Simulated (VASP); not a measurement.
Input of a VASP 6.6.1 run:

INCAR

```
PREC = Accurate
ENCUT = 600
EDIFF = 1E-6
ISMEAR = -1
SIGMA = 0.05
LREAL = F
LASPH = T
NELM = 60
ALGO = Normal
ISIF = 3
LWAVE = F
LCHARG = F
GGA = PS
IBRION = 2
NSW = 40
EDIFFG = -0.005
PSTRESS = 300
```

The input KPOINTS:

```
Automatic mesh
0
Gamma
  5 5 5
```

The input POSCAR:

```
Ag2O
1.0
    4.7180000000      0.0000000000      0.0000000000
    0.0000000000      4.7180000000      0.0000000000
    0.0000000000      0.0000000000      4.7180000000
Ag O
4 2
Direct
    0.7500000000      0.2500000000      0.7500000000
    0.7500000000      0.7500000000      0.2500000000
    0.2500000000      0.7500000000      0.7500000000
    0.2500000000      0.2500000000      0.2500000000
    0.5000000000      0.5000000000      0.5000000000
    0.0000000000      0.0000000000      0.0000000000
```

Potentials or basis: VASP PAW PBE potentials, release 64 (Ag, O).

The run is started by

```bash
$ cat potpaw_PBE.64/Ag/POTCAR potpaw_PBE.64/O/POTCAR > POTCAR
$ mpirun -np 1 vasp_std > vasp.out
```

(1) Predict the band gap on the k mesh.

(2) Predict the space group after relaxing (to 0.05 Å).

(3) What does it give for the relaxed volume?

Answers

(1) 0.46 eV, direct.

(2) Pn-3m (No. 224).

(3) 14.17 Å³/atom.

Caveat: the cell is relaxed towards a set pressure, so the enthalpy falls and the energy may rise; the volume moved by over 15 % at a fixed basis, so the end points are rough; the PAW data sets were made with another functional, which shifts forces and pressure a little; an odd mesh through Γ misses points on the zone boundary, where band edges often lie.
